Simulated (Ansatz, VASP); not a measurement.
This is a calculation of Os (Osmium) for VASP 6.6.1. 

File INCAR:

```
SYSTEM = Os
PREC = Accurate
ENCUT = 600
EDIFF = 1E-6
ISMEAR = -1
SIGMA = 0.05
LREAL = .FALSE.
LASPH = .TRUE.
NELM = 60
ALGO = Normal
ISIF = 3
LWAVE = .FALSE.
LCHARG = .FALSE.
GGA = RE
IVDW = 13
IBRION = 2
NSW = 60
EDIFFG = -0.005
```

The input KPOINTS:

```
regular mesh
0
G
  11 11 6
  0 0 0
```

POSCAR

```
Os
1.0
    2.7341000000      0.0000000000      0.0000000000
   -1.3670500000      2.3678000565      0.0000000000
    0.0000000000      0.0000000000      4.3197000000
Os
2
Direct
    0.6666666667      0.3333333333      0.7500000000
    0.3333333333      0.6666666667      0.2500000000
```

Potentials or basis: VASP PAW PBE potentials, release 64 (Os).

Run with:

```console
$ cat potpaw_PBE.64/Os/POTCAR > POTCAR
$ mpirun -np 1 vasp_std > vasp.out
```

Problem. Set up the same calculation for Ansatz 0.2.0. Potentials or basis there: Ansatz PAW, cutoff 420 eV.

Solution. As run (cutoffs and basis follow the program's own potentials, and thresholds, step limits or extra output files can differ):

The input input.yaml:

```yaml
crystal:
  lattice:
    - [2.7341, 0.0, 0.0]
    - [-1.36705, 2.3678000565, 0.0]
    - [0.0, 0.0, 4.3197]
  atoms:
    - { symbol: Os, position: [0.6666666667, 0.3333333333, 0.75] }
    - { symbol: Os, position: [0.3333333333, 0.6666666667, 0.25] }
hamiltonian:
  xc: revpbe
  pseudopotentials: { kind: paw }
  dispersion: d4
kpoints:
  mp_grid: { grid: [11, 11, 6] }
scf:
  occupations: { method: fermi_dirac, width: 0.05 }
output:
  forces: true
  stress: true
relax:
  f_tol: 0.01
  max_steps: 40
  cell: { stress_tol: 0.05 }
```

Potentials or basis: Ansatz PAW.

The run is started by

```bash
$ ansatz run input.yaml --threads 2 --pin off --max-ram 5632MiB --backend cpu --events-out ev --progress --plain --runs-dir out
```

Both were run:

|  | VASP | Ansatz |
| --- | --- | --- |
| Relaxed volume | 13.99 Å³/atom | 13.99 Å³/atom |
| Relaxed cell | a = 2.734 Å, b = 2.734 Å, c = 4.322 Å, α = 90.00°, β = 90.00°, γ = 120.00° | a = 2.734 Å, b = 2.734 Å, c = 4.323 Å, α = 90.00°, β = 90.00°, γ = 120.00° |
| Space group after relaxing | P6_3/mmc (No. 194) | P6_3/mmc (No. 194) |
| Pressure after relaxing | 0.0 GPa | 0.0 GPa |

Ansatz's pressure holds a Pulay term of +0.10 GPa for its cutoff of 420 eV, which the other run lacks.

The potentials hold 16 and 32 valence electrons a cell.

VASP's potentials were made for PBE. Ansatz's potentials were made for PBE.

Where Ansatz's input types no cutoff or centring, it takes its own default and a Γ-centred mesh.

Pressure is positive in compression.
